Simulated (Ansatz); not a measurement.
Calculation for Si (begun as graphite type, now distorted graphite): DFT, PBE, all-electron LAPW, scalar-relativistic (Ansatz 0.2.0). This run: single point at the cell that PAW relaxed from the graphite type at 460 GPa.

The cell comes from a relaxation on PAW files under the same functional, begun from a prototype that needn't be the stable phase.

Command: `ansatz run input.yaml --threads 1 --pin off --max-ram 3584MiB --backend cpu --events-out ev --progress --plain --runs-dir out` It took 37 s on 1 thread of Arm Neoverse V2 (shared host), peak memory 0.53 GiB.

```yaml
crystal:
  lattice:
    - [3.1412556635, 0.0, 0.0]
    - [-1.5706278318, 2.7204072044, 0.0]
    - [0.0, 0.0, 3.3745693752]
  atoms:
    - { symbol: Si, position: [0.0, 0.0, 0.25] }
    - { symbol: Si, position: [0.0, 0.0, 0.75] }
    - { symbol: Si, position: [0.3333333333, 0.6666666667, 0.25] }
    - { symbol: Si, position: [0.6666666667, 0.3333333333, 0.75] }
kpoints:
  mp_grid: { grid: [14, 14, 5] }
scf:
  occupations: { method: fermi_dirac, width: 0.08 }
hamiltonian:
  xc: pbe
  pseudopotentials: { kind: all_electron, lapw: { basis_error: 0.0005 } }
output:
  forces: true
  stress: true
  eigenvalues: true
  populations: true
```

Output:

```
Si: projections on atomic orbitals take those of the free atom 1s2 2s2 2p6 3s2 3p2, of charge +0.00 (hamiltonian.pseudopotentials.projection_atoms)
LAPW: plane waves up to 12.399 Å⁻¹, error target 5.0e-4 eV per atom; small_component_spin mean_spin; Si in spheres of 0.844 Å, 12 of its electrons in bands, Dirac shells [] (how accurate: hamiltonian.pseudopotentials.lapw.basis_error, Limitations)
Engine: ansatz 0.2.0
Pseudopotentials: kind: all_electron
Pseudopotential: Si, LAPW, valence charge 12, lapw/all_electron/scalar/gaussian/Si, Koelling and Harmon's equation, gaussian nucleus
Functional definition: PBE
  parameter kappa = 0.804
  parameter beta = 0.06672455060314922
  exchange = pbe_x(kappa = kappa, mu = beta*pi^2/3)
  correlation = pbe_c(beta = beta)
Crystal: 4 atoms, lattice volume = 28.837 Å³
Basis set: ecut = 585.7658522929247 eV, 925 PW (Γ), exchange–correlation at level 2
Bands: 29, of which v1, the nominal top of the filled ones, is band 24 counted from 1 (23 counted from 0)
Symmetry: 24 space group operations
Space group: P63/mmc (ITA 194), of the structure as read, at distance tolerance 3.1e-5 Å
k-points: 72 of 980
Non-local potential: Si, projectors of the file, none
Initial density: superposition of atomic densities (chi_scale 0.1, normalization cell)
Initial wavefunctions: plane waves of lowest kinetic energy (no species holds an atomic orbital)
Functional: x = pbe(κ = 0.804, μ = 0.2195149727645171), c = pbe(β = 0.06672455060314922)
iter 1 solved again at ethr=6.48e-3 eV; its pass at ethr=1.00e-1 eV (dr2=3.11e0 eV) is discarded
SCF iter   1: F=—  HF=-31537.672116 eV  |F-HF|=—  |Δ(HF+E_count)|=         —  Δρ=9.90e-2  dr2=3.12e0  ethr=6.48e-3  ⟨swp⟩=2.0  Hψ=14920  notcnv=0
preconditioner: auto → Kerker (q_TF=auto, 2.970 Å⁻¹)  [metal: Δε(μ)=0.077 eV  Ē_g=13.003 eV  σ=0.080 eV  W_gap=0.23  n_scr=20 (ndim 8)  ℏωp=27.7 eV  f_vac=0.000  D(μ)=0.92/eV (n_scr^D=8)]
SCF iter   2: F=—  HF=-31536.999104 eV  |F-HF|=—  |Δ(HF+E_count)|=   6.73e-1  Δρ=6.28e-2  dr2=1.31e0  ethr=6.48e-3  ⟨swp⟩=2.0  Hψ=5761  notcnv=0
iter 3 solved again at ethr=3.49e-5 eV; its pass at ethr=2.72e-3 eV (dr2=1.67e-2 eV) is discarded
SCF iter   3: F=—  HF=-31536.523836 eV  |F-HF|=—  |Δ(HF+E_count)|=   4.75e-1  Δρ=7.93e-3  dr2=1.68e-2  ethr=3.49e-5  ⟨swp⟩=2.3  Hψ=10700  notcnv=0
SCF iter   4: F=—  HF=-31536.518708 eV  |F-HF|=—  |Δ(HF+E_count)|=         —  Δρ=2.05e-3  dr2=7.64e-4  ethr=3.49e-5  ⟨swp⟩=3.0  Hψ=5782  notcnv=0
the basis was enlarged: its passes take 953.5 KiB over the memory plan, 1 of 1 planned eigensolver slots
SCF iter   5: F=—  HF=-31536.518345 eV  |F-HF|=—  |Δ(HF+E_count)|=   3.63e-4  Δρ=6.41e-4  dr2=8.52e-5  ethr=1.59e-6  ⟨swp⟩=2.1  Hψ=5454  notcnv=0
SCF iter   6: F=—  HF=-31536.518330 eV  |F-HF|=—  |Δ(HF+E_count)|=   1.54e-5  Δρ=1.55e-4  dr2=4.20e-6  ethr=1.78e-7  ⟨swp⟩=2.0  Hψ=5448  notcnv=0
SCF iter   7: F=—  HF=-31536.518330 eV  |F-HF|=—  |Δ(HF+E_count)|=   7.29e-8  Δρ=2.39e-5  dr2=1.14e-7  ethr=8.76e-9  ⟨swp⟩=2.1  Hψ=5455  notcnv=0
SCF iter   8: F=-31536.518330 eV  HF=-31536.518330 eV  |F-HF|=8.29e-10  |Δ(HF+E_count)|=   1.25e-8  Δρ=3.30e-6  dr2=2.55e-9  ethr=2.37e-10  ⟨swp⟩=2.4  Hψ=5484  notcnv=0
SCF 1 converged in 8 iterations: F = -31536.518330 eV  dr2 = 2.55e-9
SCF converged after 8 iterations
Free energy (F): -31536.518330 eV
Harris-Foulkes:  -31536.518330 eV  (|F-HF|=8.29e-10)
Internal energy: -31536.495238 eV  (E = F + TS)
E sigma→0 (E₀):  -31536.506784 eV
Entropy (-TS):   -0.023092 eV (-5.773 meV/atom)
Fermi energy:    26.015829 eV
--- Per-component energies (eV) ---
  E_band       = -2130.689266
  E_kinetic    = 31869.568266
  E_xc         = -2316.662014
  E_electrostatic = -61089.401490  (all electrons and nuclei)
  E_smearing   = -0.023092  (= −TS)
  E_closure    = 0.000000  (closes the sum)
  E_atoms      = -31547.427532  (free atoms, spherical and without spin; not in F)
  Σ components = -31536.518330   (vs F -31536.518330, Δ=0.00e0)
  Basis errors (estimates in eV, not in F): energy 2.3e-4 per atom: plane waves 2.1e-4 (1.2e-4 summed), levels above the bands 2.9e-33, relativity 4.6e-8, radial functions 2.0e-5, core shells 7.3e-11; eigenvalues (radial functions only) 4.5e-7; not estimated: angular momenta, meshes, grids; target (lapw.basis_error) 5.0e-4; muffin-tin radii Si 0.844 Å
--- Forces (eV/Å), atoms counted from 1 ---
  atom   1  Si    -0.00000000     0.00000000     0.00000000
  atom   2  Si    -0.00000000    -0.00000000     0.00000000
  atom   3  Si     0.00000000     0.00000000     0.00000000
  atom   4  Si    -0.00000000    -0.00000000     0.00000000
  max |Σ_I F_I| component: 9.25e-18 eV/Å
--- Stress (GPa, compression-positive) ---
      459.335965       0.000000       0.000000
        0.000000     459.335965       0.000000
        0.000000       0.000000     459.565690
  P = ⅓ Tr σ = 459.4125 GPa (4594.125 kbar)
--- Band table (eV; the first three rows and the last of 72) ---
  k-point 0: bands = ["-108.4110", "-108.3340", "-108.2364", "-108.0626", "-64.8441", "-64.4326", "-64.4326", "-64.4051", "-64.4051", "-64.2904", "-64.2751", "-64.0409", "-64.0409", "-63.9629", "-63.9629", "-63.8538", "4.1988", "14.7399", "17.9289", "19.5614", "19.5614", "21.7175", "21.7175", "25.5717", "28.8183", "29.3968", "29.3968", "31.2858", "31.2858"]
  k-point 1: bands = ["-108.3980", "-108.3373", "-108.2257", "-108.0834", "-64.7518", "-64.4292", "-64.4292", "-64.4070", "-64.4070", "-64.2878", "-64.2785", "-64.0343", "-64.0343", "-63.9711", "-63.9711", "-63.9476", "4.7015", "11.8662", "19.9654", "19.9654", "21.4616", "22.1306", "22.1306", "25.9419", "26.4591", "26.4591", "29.2429", "29.3660", "29.3660"]
  k-point 2: bands = ["-108.3707", "-108.3487", "-108.1908", "-108.1352", "-64.5114", "-64.4211", "-64.4211", "-64.4126", "-64.4126", "-64.2965", "-64.2785", "-64.1827", "-64.0161", "-64.0161", "-63.9919", "-63.9919", "6.1929", "8.6215", "21.1574", "21.1574", "22.7198", "22.7198", "24.3550", "24.3550", "26.0278", "26.1619", "26.1619", "26.8075", "30.1259"]
  k-point 71: bands = ["-108.3114", "-108.3111", "-108.2494", "-108.1742", "-64.5022", "-64.4547", "-64.4523", "-64.3311", "-64.3248", "-64.2839", "-64.2831", "-64.1971", "-64.0980", "-64.0928", "-63.9697", "-63.9664", "11.0626", "12.5350", "13.3256", "13.5124", "14.8678", "15.8189", "27.7771", "28.6761", "29.6251", "30.6539", "32.5166", "33.3289", "33.5027"]
--- Löwdin populations: 4 sites ---
  site symbol       q [e]
     0     Si     13.8914
     1     Si     13.8914
     2     Si     13.7203
     3     Si     13.7203
  spilling = 0.013868 (of n_electrons = 56.000000)
```

populations.tsv:

```
# site	symbol	l	j	q
# orbitals = lowdin
# n_electrons = 56.000000
# spilling = 0.013868
# projection_atom_Si: 1s2 2s2 2p6 3s2 3p2
0	Si	0_1S	-	1.999032
0	Si	0_2S	-	1.930924
0	Si	0_3S	-	0.939398
0	Si	1_2P	-	5.978320
0	Si	1_3P	-	3.043766
1	Si	0_1S	-	1.999032
1	Si	0_2S	-	1.930924
1	Si	0_3S	-	0.939398
1	Si	1_2P	-	5.978320
1	Si	1_3P	-	3.043766
2	Si	0_1S	-	1.999408
2	Si	0_2S	-	1.956505
2	Si	0_3S	-	1.013903
2	Si	1_2P	-	5.987210
2	Si	1_3P	-	2.763231
3	Si	0_1S	-	1.999408
3	Si	0_2S	-	1.956505
3	Si	0_3S	-	1.013903
3	Si	1_2P	-	5.987210
3	Si	1_3P	-	2.763231
```

Next run (beta tin relaxed under pressure), as changes to the input before:

```diff
   lattice:
-    - [3.1412556635, 0.0, 0.0]
-    - [-1.5706278318, 2.7204072044, 0.0]
-    - [0.0, 0.0, 3.3745693752]
+    - [-1.8551476057, 1.8551476057, 0.9812962444]
+    - [1.8551476057, -1.8551476057, 0.9812962444]
+    - [1.8551476057, 1.8551476057, -0.9812962444]
   atoms:
-    - { symbol: Si, position: [0.0, 0.0, 0.25] }
-    - { symbol: Si, position: [0.0, 0.0, 0.75] }
-    - { symbol: Si, position: [0.3333333333, 0.6666666667, 0.25] }
-    - { symbol: Si, position: [0.6666666667, 0.3333333333, 0.75] }
+    - { symbol: Si, position: [-0.375, -0.125, -0.25] }
+    - { symbol: Si, position: [0.375, 0.125, 0.25] }
 kpoints:
-  mp_grid: { grid: [14, 14, 5] }
+  mp_grid: { grid: [21, 21, 21] }
 scf:
   eigenvalues: true
-  populations: true
+relax:
+  f_tol: 0.005
+  max_steps: 12
+  cell: { p_target: 460.0, stress_tol: 0.23 }
```

Command: `ansatz run input.yaml --threads 1 --pin off --max-ram 3584MiB --backend cpu --events-out ev --progress --plain --runs-dir out` It took 110 s on 1 thread of Arm Neoverse V2 (shared host), peak memory 1.2 GiB.

Results part of the output:

```
basis re-selected at this cell: Δ(F+E_penalty+E_count) = -3.842e-8 eV, ΔP = +0.000 GPa vs the last step (what re-selecting the basis moved, after the strain that the cell walked since its last selection, with what the two solves' SCF thresholds leave and, on support functions, any second-order correction that the steps lacked; it is no measure of the basis error at this ecutwfc). This SCF's stress stands 1.37e-1 GPa from its target on what of the cell is left free (relax.cell.stress_tol is 2.30e-1 GPa) and its largest allowed force component is 1.39e-17 eV/Å (relax.f_tol is 5.00e-3 eV/Å): within both
SCF converged after 2 iterations
Free energy (F): -15771.358883 eV
Harris-Foulkes:  -15771.358883 eV  (|F-HF|=2.49e-9)
Internal energy: -15771.347163 eV  (E = F + TS)
E sigma→0 (E₀):  -15771.353023 eV
Entropy (-TS):   -0.011720 eV (-5.860 meV/atom)
Fermi energy:    27.944699 eV
--- Per-component energies (eV) ---
  E_band       = -1014.342672
  E_kinetic    = 15930.094691
  E_xc         = -1158.740371
  E_electrostatic = -30542.701483  (all electrons and nuclei)
  E_smearing   = -0.011720  (= −TS)
  E_closure    = 0.000000  (closes the sum)
  E_atoms      = -15773.713766  (free atoms, spherical and without spin; not in F)
  Σ components = -15771.358883   (vs F -15771.358883, Δ=0.00e0)
  Basis errors (estimates in eV, not in F): energy 1.9e-4 per atom: plane waves 1.7e-4 (9.6e-5 summed), levels above the bands 2.0e-49, relativity 2.0e-8, radial functions 2.0e-5, core shells 1.9e-12; eigenvalues (radial functions only) 1.6e-7; not estimated: angular momenta, meshes, grids; target (lapw.basis_error) 5.0e-4; muffin-tin radii Si 0.930 Å
--- Forces (eV/Å), atoms counted from 1 ---
  atom   1  Si     0.00000000     0.00000000     0.00000000
  atom   2  Si    -0.00000000     0.00000000    -0.00000000
  max |Σ_I F_I| component: 1.39e-17 eV/Å
--- Stress (GPa, compression-positive) ---
      460.136847       0.000000       0.000000
        0.000000     460.136847      -0.000000
        0.000000      -0.000000     460.088522
  P = ⅓ Tr σ = 460.1207 GPa (4601.207 kbar)
--- Band table (eV; the first three rows and the last of 726) ---
  k-point 0: bands = ["-106.0182", "-105.8912", "-62.0559", "-62.0559", "-61.8045", "-61.8010", "-61.7897", "-61.7897", "5.2599", "23.5547", "23.5547", "24.3921", "27.9770", "36.9383", "40.3653", "45.5624"]
  k-point 1: bands = ["-106.0175", "-105.8919", "-62.0546", "-62.0546", "-61.8074", "-61.8008", "-61.7914", "-61.7882", "5.3074", "22.4908", "23.5913", "25.2195", "28.3133", "36.6663", "40.0808", "45.6897"]
  k-point 2: bands = ["-106.0153", "-105.8940", "-62.0508", "-62.0507", "-61.8144", "-61.8004", "-61.7963", "-61.7856", "5.4495", "21.0345", "23.7011", "25.9729", "29.3134", "35.9550", "39.3605", "45.8761"]
  k-point 725: bands = ["-105.9538", "-105.9531", "-62.0974", "-62.0960", "-61.8043", "-61.8036", "-61.7628", "-61.7619", "14.1356", "14.5656", "16.1075", "16.5307", "38.0895", "38.1119", "49.1627", "49.5247"]
--- Relaxed structure (2 steps of the walk, 2 accepted, 1 SCFs on fresh bases) ---
  F+E_penalty+E_count = -15771.35888311 eV   max|allowed force component| = 1.388e-17 eV/Å   (the final SCF, on the basis selected at the relaxed cell)
  cell:  # Å, volume = 13.5004 Å³
    - [-1.8547411020898779, 1.8547411020898779, 0.9811186118265464]
    - [1.8547411020898779, -1.8547411020898779, 0.9811186118265464]
    - [1.8547411020898779, 1.8547411020898779, -0.9811186118265464]
  atoms:
    - { symbol: Si, position: [-0.375, -0.125, -0.24999999999999997] }
    - { symbol: Si, position: [0.375, 0.125, 0.24999999999999997] }
```
